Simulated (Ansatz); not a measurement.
# ZnSe (Stilleite): the cost of one run

Program: the Python package of Ansatz 0.2.0. Level of theory: DFT PBEsol, plane waves, PAW. These are calculated values, not measurements.

### Step 1. Starting point

It takes space group F-43m (No. 216, cubic). Conventional cell: a = 5.668 Å, b = 5.668 Å, c = 5.668 Å, α = 90.00°, β = 90.00°, γ = 90.00°. Around Zn (site symmetry -43m) lie 4 Se at 2.45 Å. Se (site symmetry -43m) is surrounded by 4 Zn at 2.45 Å.

No structure file is read: the coordinates are typed or built in the script.

### Step 2. Script

Input file push_znse.py:

```python
'''Frozen displacement of one atom in ZnSe.'''

import ansatz
from ase import Atoms
import numpy as np

params = {
    'tolerance': 1e-07,
    'xc': 'PBEsol',
    'k_density': 2.5,
    'smearing': 'fixed',
}


def main() -> None:
    atoms = Atoms(
        ['Zn', 'Se'],
        scaled_positions=[
            (0.0, 0.0, 0.0),
            (0.25, 0.25, 0.25),
        ],
        cell=[
            (0.0, 2.8338, 2.8338),
            (2.8338, 0.0, 2.8338),
            (2.8338, 2.8338, 0.0),
        ],
        pbc=True,
    )
    system = ansatz.Crystal.from_ase(atoms)

    inverse = np.linalg.inv(np.array(system.lattice.vectors))
    home = np.array(system.sites[0].position)
    values = np.linspace(-0.2, 0.2, 5)
    energies, pulls = [], []
    for shift in values:
        moved = system.move(0, to=home + shift * inverse[2])
        base = (
            moved.calculation()
            .basis(19 * ansatz.Ha)
            .scf(tolerance=params['tolerance'])
            .functional(params['xc'])
            .kpoints(density=params['k_density'])
            .occupations(params['smearing'])
            .forces()
        )
        report = base.run(threads=1, backend='cpu').report
        energies.append(report['free_energy_ev'])
        pulls.append(report['forces_ev_ang'][0][2])

    # the force is minus the slope of the free energy
    print('shift (A)   dE (eV)   force along z (eV/A)')
    for shift, e, f in zip(values, energies, pulls):
        print(f'{shift:8.3f} {e - energies[2]:10.5f} {f:12.4f}')
    print(f'stiffness from energies {2 * np.polyfit(values, energies, 2)[0]:.3f}, from forces {-np.polyfit(values, pulls, 1)[0]:.3f} eV/A^2')


if __name__ == '__main__':
    main()
```

### Step 3. The calls as engine input

The package turns the script's settings into the engine's input (first run):

```yaml
crystal:
  lattice:
    - [0.0, 2.8338, 2.8338]
    - [2.8338, 0.0, 2.8338]
    - [2.8338, 2.8338, 0.0]
  atoms:
    - { symbol: Zn, position: [-0.035288305455572024, -0.035288305455572024, 0.035288305455572024] }
    - { symbol: Se, position: [0.25, 0.25, 0.25] }
basis:
  ecutwfc: 517.016338673772
kpoints:
  mp_grid:
    kspacing: 0.4
hamiltonian:
  xc: pbesol
scf:
  convergence:
    dr2_threshold: 1.0e-07
  occupations:
    method: fixed
output:
  forces: true
```

### Step 4. The run

Launch:

```sh
$ python push_znse.py
```

Q: Estimate wall time and peak memory on 1 thread of Arm Neoverse V2, shared host.

About 11 s, with a peak of 0.41 GiB.
